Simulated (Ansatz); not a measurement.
The system is Bi.

```xyz
1
Lattice="-1.9814 1.9814 1.9814 1.9814 -1.9814 1.9814 1.9814 1.9814 -1.9814" Properties=species:S:1:pos:R:3 pbc="T T T"
Bi    0.0000    0.0000    0.0000
```

This isn't the form of Bi at room conditions, which is rhombohedral.

Base run:

* Program: Ansatz 0.2.0
* Functional: RPBE
* Potentials or basis: Ansatz PAW
* Cutoff: 420 eV (not typed: the program's choice for these potentials)
* k mesh: 9 × 9 × 9
* Occupations: gaussian, width 0.1 eV
* Spin: no spin polarisation

Its results: band gap on the k mesh none (metal or under the smearing width); pressure 2.3 GPa.

Problem. The run is repeated on the same cell with these changes: functional from RPBE to PBE. What comes out?

Solution. Band gap on the k mesh none (metal or under the smearing width); pressure 0.9 GPa.

PBE binds more tightly than RPBE, so the same cell stands under less pressure.

Caveats: spin-orbit coupling is left out, which moves the levels of the heavy elements; the PAW data sets come from PBE, with cores solved anew for the run's functional, which leaves a small shift of forces and pressure (some runs).
